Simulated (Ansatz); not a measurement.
# Si: the cost of one run

Program: Ansatz 0.2.0. Level of theory: DFT r2SCAN, scalar-relativistic, plane waves, PAW. These are calculated values, not measurements.

1 further run of the same task is left out (set aside as unsound or not needed).

### Step 1. The starting structure

It takes space group P6_3/mmc (No. 194, hexagonal). The conventional cell has a = 2.702 Å, b = 2.702 Å, c = 4.266 Å, α = 90.00°, β = 90.00°, γ = 120.00°. Ru (site symmetry -6m2) has 12 Ru at 2.64 to 2.70 Å as nearest neighbours.

Coordinates:

```cif
data_structure
_symmetry_space_group_name_H-M 'P 1'
_symmetry_Int_Tables_number 1
_cell_length_a 2.7025
_cell_length_b 2.7025
_cell_length_c 4.2658
_cell_angle_alpha 90.000
_cell_angle_beta 90.000
_cell_angle_gamma 120.000
_cell_volume 26.98
loop_
_atom_site_label
_atom_site_type_symbol
_atom_site_fract_x
_atom_site_fract_y
_atom_site_fract_z
_atom_site_occupancy
Ru1 Ru 0.33333 0.66667 0.25000 1
Ru2 Ru 0.66667 0.33333 0.75000 1
```

It goes back to an entry of the Materials Project.

This cell was relaxed beforehand with the same method: volume 13.49 Å³/atom, gap on the mesh none (metal).

### Step 2. The substitution Ru → Si

The start of Si: fractional positions of relaxed Ru, cell scaled by 0.833, a guess from tabulated radii.

### Step 3. Quick check of gap, pressure and forces (Si)

Input file input.yaml:

```yaml
crystal:
  lattice:
    - [2.2500609524, 0.0, 0.0]
    - [-1.1250304762, 1.9486099449, 0.0]
    - [0.0, 0.0, 3.5517198303]
  atoms:
    - { symbol: Si, position: [0.3333333333, 0.6666666667, 0.25] }
    - { symbol: Si, position: [0.6666666667, 0.3333333333, 0.75] }
basis:
  ecutwfc: 500
kpoints:
  mp_grid: { grid: [12, 12, 6] }
hamiltonian:
  xc: r2scan
scf:
  occupations: { method: gaussian, width: 0.1 }
output:
  forces: true
  stress: true
  eigenvalues: true
```

Launch:

```sh
$ ansatz run input.yaml --threads 1 --pin off --max-ram 2560MiB --backend cpu --events-out ev --progress --plain --runs-dir out
```

**Question.** How long does this run take on 1 thread of Arm Neoverse V2, shared host, and how much memory does it need?

About 1.6 s, with a peak of 0.29 GiB.
